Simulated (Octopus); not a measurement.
A run of Octopus 16.4:

inp

```
CalculationMode = gs
UnitsOutput = eV_Angstrom
PeriodicDimensions = 3
ExperimentalFeatures = yes
PseudopotentialSet = pseudodojo_pbesol
%LatticeParameters
 1*angstrom | 1*angstrom | 1*angstrom
%
%LatticeVectors
 2.8124553515 | 0 | 0
 -1.4062276757 | 2.4356577814 | 0
 0 | 0 | 4.86685
%
%ReducedCoordinates
 "Al" | 0.314418 | 0.646969 | 0.2454
 "Al" | 0.669791 | 0.33912 | 0.753178
%
%Spacing
 0.17577846*angstrom | 0.17577846*angstrom | 0.18025370*angstrom
%
DerivativesOrder = 8
%KPointsGrid
 11 | 11 | 6
%
KPointsUseSymmetries = yes
XCFunctional = gga_x_pbe_sol + gga_c_pbe_sol
SmearingFunction = fermi_dirac
Smearing = 0.05*eV
ExtraStates = 6
Eigensolver = chebyshev_filter
ConvRelDens = 3e-7
MaximumIter = 120
```

Potentials or basis: pseudodojo_pbesol (PseudoDojo 0.4, PBEsol).

Launch:

```bash
$ OMP_NUM_THREADS=1 octopus > out.log
```

Hardware: 1 thread of Arm Neoverse V2, with other jobs on the host.

Q: Estimate the wall time of this run.

A: Run time: 6 min on 1 thread of Arm Neoverse V2, with other jobs on the host, peak memory 1.8 GiB. Counts: scf iterations 12, k points 364, grid 6912, bands 9.
